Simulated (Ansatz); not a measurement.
**GaP: zone-centre modes under pressure**

GaP, F-43m, a = 5.438 Å. Ansatz: PBEsol, PAW, 420 eV, Γ-centred 8×8×8 mesh on 2 atoms, fixed occupations; no spin polarisation. Cell and atoms are relaxed at each pressure with the symmetry kept; optical modes at Γ by linear response, in cm⁻¹, the highest, without the LO field.

| P (GPa) | V (Å³/atom) | ω1 |
| --- | --- | --- |
| 0 | 20.106 | 357.1 |
| 3 | 19.459 | 371.5 |
| 8 | 18.580 | 392.8 |
| 15 | 17.622 | ? |

Task: Get the mode's Grüneisen parameter γ = −d ln ω/d ln V from the other rows and predict the missing frequency.

Result: ln(V/V0) = 0.0000, -0.0327, -0.0789, -0.1319; a line through ln(ω/ω0) of the 3 known rows gives ω1: γ = 1.208, predicted 418.8, computed 418.4. The miss is 0.1 %, or 1 % of the shift under pressure, so a constant γ serves at that level.

The mesh isn't the same in all rows (8×8×8, 10×10×10).